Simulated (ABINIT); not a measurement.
A run of ABINIT 10.8.3 (patched build) is set up as follows.

File run.abi:

```
pp_dirpath "./"
pseudos "Cd.upf, S.upf"

acell 3*1.0 Angstrom
rprim
     4.1500000000     0.0000000000     0.0000000000
    -2.0750000000     3.5940054257     0.0000000000
     0.0000000000     0.0000000000     6.7370000000
ntypat 2
znucl 48 16
natom 4
typat 1 1 2 2
xred
     0.6666666667     0.3333333333     0.5000000000
     0.3333333333     0.6666666667     0.0000000000
     0.6666666667     0.3333333333     0.8750000000
     0.3333333333     0.6666666667     0.3750000000

ecut 47.0

kptopt 1
ngkpt 5 5 3
nshiftk 1
shiftk 0.0 0.0 0.0

ixc 7

nband 32
occopt 3
tsmear 0.05 eV

nstep 100
tolvrs 1.0e-10

iomode 3
prtwf 0
prtden 0
prteig 0
prtebands 0
enunit 2
prtvol 2
```

Potentials or basis: PseudoDojo NC SR LDA v0.4.1 standard.

Command:

```bash
$ mpirun --bind-to none -np 4 abinit run.abi > log 2>&1
```

**Question.** Predict the largest force.

**Answer.** 0.058 eV/Å.

**Question.** Estimate the band gap on the k mesh.

**Answer.** 0.91 eV, direct.

Forces on the atoms (eV/Å):
```
Cd   0.000  0.000 -0.058
Cd   0.000  0.000 -0.058
S    0.000  0.000  0.058
S    0.000  0.000  0.058
```

**Experimental background.**

“Isotope dependence of band-gap energy”, 2008, arxiv:0807.2152 quotes, for a bulk crystal of CdS: band gap 2.5809 ± 0.0002 eV.

Measured gap of CdS: 2.5809 eV (quoted in “Isotope dependence of band-gap energy”, 2008, arxiv:0807.2152). This calculation gives 0.91 eV (-1.68 eV). So large a miss can be the level of theory's own, or it may mean another phase, state or a wrong row. Spin-orbit coupling on Cd is left out. The value is that of LDA, without temperature or zero-point motion. Semilocal functionals fall short of measured gaps as a rule.
